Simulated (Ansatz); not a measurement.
## P under changes of volume

One of the cells (16.144 Å³/atom); the others are scaled copies at fixed shape and fractional positions:

```xyz
2
Lattice="1.7257 0.9963 3.1297 -1.7257 0.9963 3.1297 0.0000 -1.9927 3.1297" Properties=species:S:1:pos:R:3 pbc="T T T"
P     0.0000    0.0000    7.2570
P     0.0000    0.0000    2.1321
```

This isn't the form of P at room conditions, which is orthorhombic.

```yaml
Program: Ansatz 0.2.0
Functional: r2SCAN
Potentials_or_basis: Ansatz PAW
Cutoff: "500 eV (not typed: the program's choice for these potentials)"
k_mesh: 9 × 9 × 9
Occupations: fermi-dirac, width 0.05 eV
Spin: no spin polarisation
```

```tsv
volume (Å³/atom)	energy over the lowest point (meV/atom)	pressure (GPa)	largest force (eV/Å)
15.175	22.60	7.2	0.429
15.498	10.69	4.7	0.280
15.821	3.42	2.6	0.159
16.144	0.00	0.7	0.038
16.467	0.30	-1.1	0.102
16.789	4.13	-2.8	0.240
17.112	?	?	?
```

**Question.** What does the run at 17.112 Å³/atom give?

**Answer.** Energy over the lowest point 11.26 meV/atom; pressure -4.3 GPa; largest force 0.364 eV/Å.

Worked out: A Birch-Murnaghan fit of order 3 (a polynomial in V^(-2/3)) to the other rows has its minimum at 16.27 Å³/atom with B0 = V·E''(V) = 90 GPa and B' = 3.3 at fixed shape and positions, which overstates the stiffness. It gives 11.02 meV/atom at 17.112 Å³/atom, against the run's 11.26, and -dE/dV = -4.2 GPa, against -4.3.

Energies are extrapolated to zero smearing.

Caveats: the PAW data sets come from PBE, with cores solved anew for the run's functional, which leaves a small shift of forces and pressure.
